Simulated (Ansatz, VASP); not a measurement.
# Co (Co(0001)): VASP beside Ansatz, part 2 of 2

Wanted: the spread between two codes on one cell, functional and k mesh.  The structure shown is the end of the VASP relaxation below.

VASP 6.6.1 and Ansatz 0.2.0.

So far: The structure; VASP: relaxation, PBE.

## (3) Ansatz: single point, PBE

Level of this step: Ansatz beside VASP: Kohn-Sham DFT, plane waves, PBE (Ansatz).

Ansatz runs on its default PAW (the set named soft_2) files.

The same cell, functional, mesh and smearing now go to Ansatz, which takes its cutoff from its data sets.

File input.yaml:

```yaml
crystal:
  lattice:
    - [2.48800512, 0.0, 0.0]
    - [1.24400256, 2.15467564, 0.0]
    - [0.0, 0.0, 21.03693795]
  atoms:
    - { symbol: Co, position: [0.66666667, 0.66666667, 0.35651576], spin: 2.0 }
    - { symbol: Co, position: [0.0, 0.0, 0.45217192], spin: 2.0 }
    - { symbol: Co, position: [0.66666667, 0.66666667, 0.54995333], spin: 2.0 }
    - { symbol: Co, position: [0.0, 0.0, 0.64225204], spin: 2.0 }
hamiltonian:
  xc: pbe
  pseudopotentials: { kind: paw }
magnetization:
  spin_polarized: true
kpoints:
  mp_grid: { grid: [12, 12, 1] }
scf:
  occupations: { method: methfessel_paxton, width: 0.15 }
  n_extra_bands: 11
efield:
  axis: 3
  dipole_correction: true
  ramp_width: 0.04
output:
  forces: true
  eigenvalues: true
```

The run is started by

```
$ ansatz run input.yaml --threads 8 --pin off --max-ram 18432MiB --backend cpu --events-out ev --progress --plain --runs-dir out
```

Numbers of over 12 decimals in the logs are rounded to 6 here.

Log:

```text
Warning: the band count 45 (scf.n_extra_bands) hosts the net moment |M| = 8.0000 μB (N_el = 68) but caps the reachable moment at 2·n_bands − N_el = 22.0000 μB, below the 46 bands that the automatic rule leaves for it — a moment growing past the seed, or the majority channel's smearing tail, pins there with fewer empty majority states than that count leaves; raise or omit scf.n_extra_bands unless the cap is intended
scf.n_extra_bands = 11 over 34 filled bands (N_el = 68.0): the run solves 45 bands
Engine: ansatz 0.2.0, x86_64-unknown-linux-gnu
Pseudopotentials: kind: paw
Pseudopotential: Co, paw, valence charge 17, recommended cutoff 420 eV (normal), Co.paw.azcp
Functional definition: PBE
  parameter kappa = 0.804
  parameter beta = 0.066725
  exchange = pbe_x(kappa = kappa, mu = beta*pi^2/3)
  correlation = pbe_c(beta = beta)
Crystal: 4 atoms, lattice volume = 112.776 Å³
Basis set: ecut = 420 eV, 2105 PW (Γ), exchange–correlation on 36×36×288 points (8 copies of the dense FFT grid, shifted against one another)
Bands: 45, of which v1, the nominal top of the filled ones, is band 34 counted from 1 (33 counted from 0)
Symmetry: 6 space group operations
k-points: 19 of 144 (time reversal used)
Non-local potential: Co, projectors of the file, l = 0: 3, l = 1: 2, l = 2: 3, l = 3: 1
PAW form: soft (Blöchl's): semilocal exchange-correlation on the pseudo side does not see the compensation charge
PAW one-centre angular grid: Co, 590 points (default); XC on 64 Gauss nodes
Initial density: superposition of atomic densities (neutral atoms: chi_scale 0, normalization atom)
Starting moments: Σ|m| = 8 μB on 4 of 4 sites
Initial wavefunctions: pseudopotential atomic-orbital guess
Functional: x = pbe(κ = 0.804, μ = 0.219515), c = pbe(β = 0.066725)
SCF iter   1: F=—  HF=-20501.373530 eV  |F-HF|=—  |Δ(HF+E_count)|=         —  Δρ=4.30e-2 (↑2.20e-2 ↓4.30e-2)  dr2=5.89e0  dr2_m=2.85e-1  M=7.252 μB ∫|m|=7.498 μB  β_m=1.00  ethr=3.10e-3  p=-0.000 e·Å  D=-3.78e-6 V/Å  ΔV_dip=0.00 eV  dr2_dipole=3.71e-3  V_vac-E_F(+/−)=7.45/7.45 eV  ⟨swp⟩=10.8  Hψ=8969  notcnv=0  defer=12
Mixer restart at iter 1: flushing history
efield: sawtooth ramp at fractional position 0.9794 (placed from the atoms, in the widest stretch of the axis that holds none; the zero of the levels goes with the place), width 0.0400; the density the first Hamiltonian is built on has a dipole p = -0.000 e·Å; the dipole correction subtracts the counter field D = -3.78e-6 V/Å, which shifts the + side's vacuum level by +0.00 eV against the − side's; the planar-averaged density in the ramp window peaks in size at 8.4e-6 e/Å³
preconditioner: auto → LDOS  [metal: Δε(μ)=0.029 eV  Ē_g=7.171 eV  σ=0.150 eV  W_gap=0.11  n_scr=16 (ndim 8)  ℏωp=21.0 eV  f_vac=0.549  D(μ)=3.33/eV (n_scr^D=14)]
spin=Collinear: LDOS preconditioning applied to the charge; magnetization (m = ρ↑ − ρ↓) channel mixes plain (no charge-response kernel on spin).
SCF iter   2: F=—  HF=-20500.659105 eV  |F-HF|=—  |Δ(HF+E_count)|=   7.14e-1  Δρ=1.36e-2 (↑1.36e-2 ↓7.58e-3)  dr2=5.72e-1  dr2_m=6.89e-2  M=7.149 μB ∫|m|=7.715 μB  β_m=0.32  ethr=3.10e-3  p=0.001 e·Å  D=1.71e-3 V/Å  ΔV_dip=-0.04 eV  dr2_dipole=7.06e-5  V_vac-E_F(+/−)=6.61/6.65 eV  ⟨swp⟩=2.4  Hψ=2991  notcnv=0  defer=121
density mixer auto → msr1: a metal under ldos (density of states about μ 2.84 of a free-electron gas's, 16 screened modes)
SCF iter   3: F=—  HF=-20501.841191 eV  |F-HF|=—  |Δ(HF+E_count)|=    1.18e0  Δρ=7.25e-3 (↑7.25e-3 ↓6.39e-3)  dr2=1.36e-1  dr2_m=3.22e-2  M=7.086 μB ∫|m|=7.684 μB  β_m=0.46  ethr=8.41e-4  p=0.001 e·Å  D=2.16e-3 V/Å  ΔV_dip=-0.05 eV  dr2_dipole=1.76e-5  V_vac-E_F(+/−)=6.03/6.08 eV  ⟨swp⟩=2.2  Hψ=2699  notcnv=0  defer=122
SCF iter   4: F=—  HF=-20502.872522 eV  |F-HF|=—  |Δ(HF+E_count)|=    1.03e0  Δρ=5.69e-3 (↑3.92e-3 ↓5.69e-3)  dr2=5.88e-2  dr2_m=1.07e-2  M=6.976 μB ∫|m|=7.595 μB  β_m=0.66  ethr=2.00e-4  p=0.001 e·Å  D=1.50e-3 V/Å  ΔV_dip=-0.03 eV  dr2_dipole=1.83e-4  V_vac-E_F(+/−)=5.40/5.44 eV  ⟨swp⟩=2.4  Hψ=2963  notcnv=0  defer=124
SCF iter   5: F=—  HF=-20503.157250 eV  |F-HF|=—  |Δ(HF+E_count)|=   2.85e-1  Δρ=3.25e-3 (↑1.43e-3 ↓3.25e-3)  dr2=1.47e-2  dr2_m=2.98e-3  M=6.878 μB ∫|m|=7.496 μB  β_m=0.83  ethr=8.65e-5  p=0.002 e·Å  D=2.67e-3 V/Å  ΔV_dip=-0.06 eV  dr2_dipole=2.35e-4  V_vac-E_F(+/−)=5.08/5.14 eV  ⟨swp⟩=2.0  Hψ=3312  notcnv=0  defer=130
SCF iter   6: F=—  HF=-20503.187771 eV  |F-HF|=—  |Δ(HF+E_count)|=   3.05e-2  Δρ=2.20e-3 (↑2.20e-3 ↓1.25e-3)  dr2=1.80e-2  dr2_m=6.56e-4  M=6.843 μB ∫|m|=7.477 μB  β_m=0.66  ethr=2.16e-5  p=0.000 e·Å  D=6.95e-4 V/Å  ΔV_dip=-0.01 eV  dr2_dipole=1.30e-3  V_vac-E_F(+/−)=5.01/5.02 eV  ⟨swp⟩=3.1  Hψ=3855  notcnv=0  defer=129
SCF iter   7: F=—  HF=-20503.184444 eV  |F-HF|=—  |Δ(HF+E_count)|=   3.33e-3  Δρ=6.64e-4 (↑5.05e-4 ↓6.64e-4)  dr2=9.34e-4  dr2_m=8.75e-5  M=6.825 μB ∫|m|=7.466 μB  β_m=0.61  ethr=2.16e-5  p=0.002 e·Å  D=2.60e-3 V/Å  ΔV_dip=-0.05 eV  dr2_dipole=5.45e-5  V_vac-E_F(+/−)=4.97/5.03 eV  ⟨swp⟩=2.1  Hψ=2564  notcnv=0  defer=129
[...]
SCF iter  12: F=—  HF=-20503.166412 eV  |F-HF|=—  |Δ(HF+E_count)|=   1.40e-4  S|Δr|=    0.00e0  Δρ=1.37e-4 (↑1.37e-4 ↓9.75e-5)  dr2=3.31e-5  dr2_m=3.31e-6  M=6.859 μB ∫|m|=7.504 μB  β_m=0.59  ethr=4.89e-8  p=0.002 e·Å  D=2.55e-3 V/Å  ΔV_dip=-0.05 eV  dr2_dipole=6.63e-7  V_vac-E_F(+/−)=4.94/4.99 eV  ⟨swp⟩=3.0  Hψ=3450  notcnv=0  defer=130
SCF iter  13: F=—  HF=-20503.166413 eV  |F-HF|=—  |Δ(HF+E_count)|=   5.39e-7  S|Δr|=    0.00e0  Δρ=9.63e-5 (↑7.88e-5 ↓9.63e-5)  dr2=2.09e-5  dr2_m=7.30e-7  M=6.859 μB ∫|m|=7.505 μB  β_m=0.46  ethr=4.87e-8  p=0.002 e·Å  D=2.72e-3 V/Å  ΔV_dip=-0.06 eV  dr2_dipole=2.24e-7  V_vac-E_F(+/−)=4.94/4.99 eV  ⟨swp⟩=2.0  Hψ=2937  notcnv=0  defer=130
SCF iter  14: F=—  HF=-20503.166412 eV  |F-HF|=—  |Δ(HF+E_count)|=   1.02e-6  S|Δr|=    0.00e0  Δρ=3.81e-5 (↑3.81e-5 ↓2.82e-5)  dr2=2.03e-6  dr2_m=4.91e-7  M=6.859 μB ∫|m|=7.505 μB  β_m=0.73  ethr=3.07e-8  p=0.002 e·Å  D=2.72e-3 V/Å  ΔV_dip=-0.06 eV  dr2_dipole=2.54e-10  V_vac-E_F(+/−)=4.94/4.99 eV  ⟨swp⟩=2.4  Hψ=2176  notcnv=0  defer=130
SCF iter  15: F=—  HF=-20503.166414 eV  |F-HF|=—  |Δ(HF+E_count)|=   2.06e-6  S|Δr|=    0.00e0  Δρ=3.24e-5 (↑1.98e-5 ↓3.24e-5)  dr2=1.40e-6  dr2_m=2.39e-7  M=6.860 μB ∫|m|=7.505 μB  β_m=0.66  ethr=2.99e-9  p=0.002 e·Å  D=2.66e-3 V/Å  ΔV_dip=-0.06 eV  dr2_dipole=9.76e-10  V_vac-E_F(+/−)=4.94/4.99 eV  ⟨swp⟩=2.8  Hψ=2978  notcnv=0  defer=130
SCF iter  16: F=—  HF=-20503.166414 eV  |F-HF|=—  |Δ(HF+E_count)|=   1.54e-8  S|Δr|=    0.00e0  Δρ=1.55e-5 (↑7.77e-6 ↓1.55e-5)  dr2=3.01e-7  dr2_m=4.70e-8  M=6.860 μB ∫|m|=7.505 μB  β_m=0.60  ethr=2.06e-9  p=0.002 e·Å  D=2.70e-3 V/Å  ΔV_dip=-0.06 eV  dr2_dipole=1.45e-9  V_vac-E_F(+/−)=4.94/4.99 eV  ⟨swp⟩=2.1  Hψ=2359  notcnv=0  defer=130
SCF iter  17: F=—  HF=-20503.166414 eV  |F-HF|=—  |Δ(HF+E_count)|=   2.50e-8  S|Δr|=    0.00e0  Δρ=8.82e-6 (↑2.35e-6 ↓8.82e-6)  dr2=1.38e-7  dr2_m=1.31e-8  M=6.860 μB ∫|m|=7.505 μB  β_m=0.50  ethr=1.47e-10  p=0.002 e·Å  D=2.70e-3 V/Å  ΔV_dip=-0.06 eV  dr2_dipole=3.29e-9  V_vac-E_F(+/−)=4.94/4.99 eV  ⟨swp⟩=13.7  Hψ=8585  notcnv=0
iter 18 met the thresholds in force, and the SCF goes on: an eigenvalue changes by 7.90 meV, over its tolerance of 0.50 meV (output.eigenvalues, Limitations)
SCF iter  18: F=-20503.166414 eV  HF=-20503.166414 eV  |F-HF|=5.06e-8  |Δ(HF+E_count)|=   1.33e-8  S|Δr|=    0.00e0  Δρ=3.39e-6 (↑2.16e-6 ↓3.39e-6)  dr2=3.25e-8  dr2_m=6.25e-10  M=6.860 μB ∫|m|=7.505 μB  β_m=0.46  ethr=1.47e-10  p=0.002 e·Å  D=2.70e-3 V/Å  ΔV_dip=-0.06 eV  dr2_dipole=5.13e-10  V_vac-E_F(+/−)=4.94/4.99 eV  ⟨swp⟩=5.1  Hψ=5115  notcnv=0
SCF iter  19: F=-20503.166414 eV  HF=-20503.166414 eV  |F-HF|=1.63e-8  |Δ(HF+E_count)|=   6.24e-8  S|Δr|=    0.00e0  Δρ=1.04e-6 (↑1.04e-6 ↓9.01e-7)  dr2=1.67e-9  dr2_m=5.05e-10  M=6.860 μB ∫|m|=7.505 μB  ethr=4.77e-11  p=0.002 e·Å  D=2.69e-3 V/Å  ΔV_dip=-0.06 eV  dr2_dipole=2.26e-10  V_vac-E_F(+/−)=4.94/4.99 eV  ⟨swp⟩=4.3  Hψ=5389  notcnv=0
SCF 1 converged in 19 iterations: F = -20503.166414 eV  dr2 = 1.67e-9
  greatest PAW one-centre occupation: 1.001 electrons in one spin orbital (limit 2), on the Co atom at site 3 (counted from 0), in its partial waves of l = 1
this state was not tested for a lower state beside it, because cold or Methfessel-Paxton smearing, or corrected tetrahedra, fill the levels in a way that the test cannot read (fill_not_monotonic; see scf.lower_state_search)
SCF converged after 19 iterations
an eigenvalue changed by more than its tolerance at an iteration that met the thresholds in force, so the SCF went on 1 time: the last check found none over its tolerance
Magnetization: 6.8597 μB (37.4298 up, 30.5702 down)
Absolute magnetization: 7.5076 μB (∫|ρ↑−ρ↓|, with the PAW one-centre terms)
Spin contamination: 0.1354 ħ² per cell (⟨S²⟩ above its minimum at these occupations)
Per-site moments (μB) at R_I (Å): [(1.809773, 1.019868), (1.767210, 1.019868), (1.757411, 0.996298), (1.791638, 0.996298)]
Free energy (F): -20503.166414 eV
Harris-Foulkes:  -20503.166414 eV  (|F-HF|=1.63e-8)
Internal energy: -20503.170212 eV  (E = F + TS)
E sigma→0 (E₀):  -20503.167363 eV
Entropy (-TS):   0.003798 eV (0.950 meV/atom)
Fermi energy:    4.264129 eV
Step filling:    the computed levels leave a gap of 0.0018 eV = 0.0 smearing widths at the electron count; against every level under it full and every level over it empty, smearing changes F+E_penalty+E_count by -0.405 meV and its σ→0 estimate by -1.355 meV
Dipole field:    D = 0.002722 V/Å  (p = 0.001696 e·Å, saw-weighted, corrected)
Work function:   Φ+ = 4.9359 eV   Φ− = 4.9931 eV
Levels:          The Fermi level and band energies are counted from a zero that moves with the ramp; work functions are not
--- Per-component energies (eV) ---
  E_band       = -1956.742107
  E_kinetic    = 1811.077188
  E_local      = -118865.211180  (includes V_loc(G=0)·N_el)
  E_nonlocal   = 1820.627278
  E_hartree    = 58026.379207
  E_xc         = -633.194857
  E_vxc        = -816.825836  (∫ρ·V_xc dr)
  E_paw        = -6063.513120  (= ΣΔE_a)
  E_vpaw       = -1959.165904  (= ΣTr[D̂ρ^β])
  E_aug_tail   = 0.000342  (compensation charges beyond the density's cutoff)
  E_efield     = 0.000002  (sawtooth field / dipole correction)
  E_vefield    = -0.003263  (∫n·V_field dr)
  E_ewald      = 43400.664927
  E_smearing   = 0.003798  (= −TS)
  E_closure    = -0.000000  (closes the sum)
  Σ components = -20503.166414   (vs F -20503.166414, Δ=0.00e0)
--- Forces (eV/Å), atoms counted from 1 ---
  atom   1  Co     0.00000000    -0.00000000     0.38178646
  atom   2  Co    -0.00000000    -0.00000000    -0.46008050
  atom   3  Co    -0.00000000     0.00000000     0.02062990
  atom   4  Co     0.00000000     0.00000000     0.05765991
  max |Σ_I F_I| component: 4.23e-6 eV/Å
--- Band table (eV; the first three rows and the last of 38) ---
  k-point 0 ↑: bands = [... 30 lower, 1.8546, 2.4075, 2.4075, 2.7986, 2.7986, 3.1913, 3.1913, 3.3075, ... 7 higher]
  k-point 1 ↑: bands = [... 30 lower, 1.9487, 2.3092, 2.3756, 2.6627, 2.7762, 2.8068, 3.0513, 3.1904, ... 7 higher]
  k-point 2 ↑: bands = [... 30 lower, 2.0596, 2.2048, 2.2938, 2.4164, 2.7116, 2.7458, 3.1858, 3.3644, ... 7 higher]
  k-point 18 ↓: bands = [... 30 lower, 4.4104, 5.0293, 5.0310, 5.0918, 5.2129, 5.2455, 9.9397, 10.3538, ... 7 higher]
```

The job ended after 7.4 s (8 threads of AMD EPYC 7R43, shared host; peak memory 0.6 GiB; 50 s of CPU time).

## (4) Side by side

Known differences besides the PAW data sets themselves: the data sets hold 68 valence electrons in Ansatz (default PAW (the set named soft_2) files) and 36 in VASP; the cutoff is 420 eV in Ansatz and 320 eV in VASP (PREC = Normal); site moments are counted in spheres of each program's own size. Total energies have different zeros and are not compared.

The two programs side by side:

```
          quantity  Ansatz  VASP  difference
 total moment (μB)    6.86  6.80       +0.06
moment on Co1 (μB)    1.81  1.75       +0.06
moment on Co4 (μB)    1.79  1.73       +0.06
moment on Co2 (μB)    1.77  1.70       +0.06
moment on Co3 (μB)    1.76  1.69       +0.06
```

Forces (eV/Å; atoms numbered as in POSCAR):

```
atom        Ansatz x, y, z          VASP x, y, z
 Co1   0.000, 0.000, 0.382   0.000, 0.000, 0.403
 Co2  0.000, 0.000, -0.460  0.000, 0.000, -0.451
 Co3   0.000, 0.000, 0.021   0.000, 0.000, 0.023
 Co4   0.000, 0.000, 0.058   0.000, 0.000, 0.025
```

The forces differ by 12 meV/Å r.m.s., which is 6.7 % of the r.m.s. force of 0.17 eV/Å (both taken over all components, held atoms included).

## (5) What came out

| Item | Value |
| --- | --- |
| r.m.s. force difference (single point, PBE) | 12 meV/Å |

The r.m.s. force difference is 12 meV/Å (single point, PBE), at about the 12 meV/Å picked in this series as the mark of a large difference. Differences of this kind measure data sets and numerical settings, not the functional's error against experiment.

[Lines on the potential files, build, host, timing and source positions are cut from VASP's logs without a mark.]

[Logs are printed without paths, hosts, clocks, repeated set-up lines and the standing remarks that a program may print on its own settings, such as how far it seeks lower states.]

[Hosts, paths, dates, database ids (printed as entryN), source tags and the programs' standing remarks are cut or masked in the printed files.]
